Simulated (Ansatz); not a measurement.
Relaxed bulk InAs:

```cif
data_structure
_symmetry_space_group_name_H-M 'F-43m'
_symmetry_Int_Tables_number 216
_cell_length_a 6.1868
_cell_length_b 6.1868
_cell_length_c 6.1868
_cell_angle_alpha 90.000
_cell_angle_beta 90.000
_cell_angle_gamma 90.000
_cell_volume 236.80
loop_
_atom_site_label
_atom_site_type_symbol
_atom_site_symmetry_multiplicity
_atom_site_Wyckoff_symbol
_atom_site_fract_x
_atom_site_fract_y
_atom_site_fract_z
_atom_site_occupancy
In1 In 4 a 0.00000 0.00000 0.00000 1
As1 As 4 c 0.25000 0.25000 0.25000 1
```

Miller indices refer to the conventional cell of F-43m (No. 216), a = 6.187 Å, b = 6.187 Å, c = 6.187 Å, α = 90.00°, β = 90.00°, γ = 90.00°.

Consider the (100) slab of 8 planes, 10.8 Å thick with 15 Å of vacuum as cut; outer planes In (top) and As (bottom), all atoms relaxed.

Method: DFT PBE, scalar-relativistic, plane waves, PAW (Ansatz 0.2.0). Settings: cutoff 420 eV, Γ-centred mesh 8×8×1 on the computed 8-atom cell, Gaussian smearing of 0.10 eV; no spin polarisation. A dipole correction removes the field between periodic images along c.

Q: Estimate the surface energy (mean of both faces).

A: 1.24 J/m².

Q: Predict the work function.

A: 4.35 eV (top), 5.69 eV (bottom).

Q: Estimate the dipole of the slab along +c, per cell.

A: 0.14 e·Å.

Q: The top two planes lie 1.547 Å apart in the bulk. How does relaxation change this?

A: The spacing becomes 1.658 Å (+7.2 %).